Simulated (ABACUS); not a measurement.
Runs of ABACUS 3.10.1 on Au. It takes space group Fm-3m (No. 225, cubic). The conventional cell has a = 4.070 Å, b = 4.070 Å, c = 4.070 Å, α = 90.00°, β = 90.00°, γ = 90.00°. Around Au (site symmetry m-3m) lie 12 Au at 2.88 Å. 

```csv
task,level,potentials or basis,cell,k mesh,cutoff (eV),SCF threshold on the density,eigensolver,symmetry key,max steps of the relaxation,force threshold,mesh quality,gap on the mesh (eV),pressure (GPa),relaxed volume (Å³/atom)
single point,TM,"SG15 ONCV 1.2 PBE, plane waves",as given,7 × 7 × 7,1197,1e-08,dav,1,-,-,coarse,none,(a),-
relaxation of cell and atoms,LDA,"PseudoDojo NC SR 0.4.1 LDA standard, plane waves",relaxed,9 × 9 × 9,1034,1e-08,dav,1,60,0.01 eV/Å,not flagged,none,0.1,16.54
single point,PBE,"PseudoDojo NC SR 0.5 PBE standard, plane waves",as given,9 × 9 × 9,1034,1e-08,dav,1,-,-,not flagged,none,10.4,-
relaxation of cell and atoms,SCAN,"SG15 ONCV 1.2 PBE, plane waves",relaxed,7 × 7 × 7,1197,1e-08,dav,1,60,0.02 eV/Å,coarse,none,-0.1,17.21
relaxation of cell and atoms,LDA-PW92,"PseudoDojo NC SR 0.4.1 LDA stringent, plane waves",relaxed,9 × 9 × 9,1034,1e-08,dav,1,60,0.005 eV/Å,not flagged,none,-0.1,16.54
single point,r2SCAN,"SG15 ONCV 1.2 PBE, plane waves",as given,7 × 7 × 7,1197,1e-08,dav,1,-,-,coarse,none,(b),-
single point,LDA,"PseudoDojo NC SR 0.4.1 LDA standard, DZP LCAO (the cutoffs set its grid)",as given,10 × 10 × 10,1361,1e-07,genelpa,1,-,-,not flagged,none,-1.7,-
```

Alike in all rows: no spin polarisation; smearing fermi-dirac 0.05 eV.

Q: Estimate the missing entries.

A: (a) 1.5; (b) 5.7.

Caveats: some runs use coarse meshes; the potentials were made for another functional, which shifts forces and pressure (some runs); the atomic orbitals were generated for these runs and aren't a published set (some runs); the basis of atomic orbitals isn't converged, which shifts pressures, moduli and gaps (some runs).

A k mesh can miss the band edges, and the runs leave out spin-orbit coupling on Au.

A gap of «none» marks a metal or a gap under the smearing width.

Not every run made on this cell is shown here.
